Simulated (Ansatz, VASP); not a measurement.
One calculation of BAs, two programs

Contents of INCAR:

```
ALGO = Normal
EDIFF = 1E-6
ENCUT = 520
GGA = PE
ISIF = 2
ISMEAR = -1
LASPH = T
LCHARG = T
LELF = T
LREAL = F
LVHAR = T
LWAVE = F
NBANDS = 11
NELM = 100
PREC = Accurate
SIGMA = 0.03
```

File KPOINTS:

```
k-points
0
Gamma
  15 15 15
```

Contents of POSCAR:

```
BAs
1.0
    0.0000000000      2.3724693156      2.3724693156
    2.3724693156      0.0000000000      2.3724693156
    2.3724693156      2.3724693156      0.0000000000
B As
1 1
Direct
    0.0000000000      0.0000000000      0.0000000000
    0.7500000000      0.7500000000      0.7500000000
```

Input for Ansatz:

```yaml
crystal:
  lattice:
    - [0.0, 2.3724693156, 2.3724693156]
    - [2.3724693156, 0.0, 2.3724693156]
    - [2.3724693156, 2.3724693156, 0.0]
  atoms:
    - { symbol: B, position: [0.0, 0.0, 0.0] }
    - { symbol: As, position: [0.75, 0.75, 0.75] }
kpoints:
  mp_grid: { grid: [15, 15, 15] }
scf:
  occupations: { method: fermi_dirac, width: 0.03 }
hamiltonian:
  xc: pbe
  pseudopotentials: { kind: all_electron, lapw: { basis_error: 0.00025 } }
output:
  forces: true
  stress: true
  eigenvalues: true
```

Change from the starting cell: volume scaled by 0.98.

Alike in both runs: task single point; functional PBE; k mesh 15 × 15 × 15; occupations fermi-dirac, width 0.03 eV; no spin polarisation.

|  | VASP | Ansatz |
| --- | --- | --- |
| version | VASP 6.6.1 | Ansatz 0.2.0 |
| potentials or method | VASP PAW PBE potentials, release 64 (B, As) | all-electron LAPW, scalar-relativistic |
| plane-wave cutoff (eV) | 520 | see its input |

Ansatz gave:

```
gap on the k mesh at the Fermi level (eV) : 1.17
pressure (GPa)                            : 5.7
```

Question: What did VASP give for the same quantities?

Answer: gap on the k mesh at the Fermi level (eV): 1.15; pressure (GPa): 6.5.

Ansatz ran all-electron here, so the differences hold the error of VASP's frozen core and of both bases.

Caveats: an odd mesh through Γ misses points on the zone boundary, where band edges often lie.
